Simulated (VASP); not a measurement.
Sb:

```
CELL_PARAMETERS angstrom
2.15420 1.24373 3.75800
-2.15420 1.24373 3.75800
0.00000 -2.48746 3.75800
ATOMIC_POSITIONS crystal
Sb 0.76651 0.76651 0.76651
Sb 0.23349 0.23349 0.23349
```

- Program: VASP 6.6.1
- Task: single point
- Functional: PBE
- Potentials or basis: VASP PAW PBE potentials, release 64 (Sb)
- Cutoff: 520 eV
- k mesh: 8 × 8 × 8
- Occupations: fermi-dirac, width 0.05 eV
- Spin: no spin polarisation

On this cell: pressure 2.8 GPa; largest force 0.201 eV/Å; band gap on the k mesh none (metal or under the smearing width).

The same run follows on a disturbed copy (atoms moved at random, drawn with an rms of 0.05 Å):

```
CELL_PARAMETERS angstrom
2.15420 1.24373 3.75800
-2.15420 1.24373 3.75800
0.00000 -2.48746 3.75800
ATOMIC_POSITIONS crystal
Sb 0.76764 0.75507 0.76479
Sb 0.25004 0.22744 0.22232
```

What does the disturbed cell give?

The energy (extrapolated to zero smearing) moves by -0.5 meV/atom; pressure 2.2 GPa; largest force 0.112 eV/Å; band gap on the k mesh none (metal or under the smearing width).

Forces on the atoms (eV/Å):
```
Sb   0.055  0.096 -0.018
Sb  -0.055 -0.096  0.018
```

Stress tensor (GPa, compression positive):
```
 2.58  0.13 -0.25
 0.13  2.38 -0.47
-0.25 -0.47  1.68
```
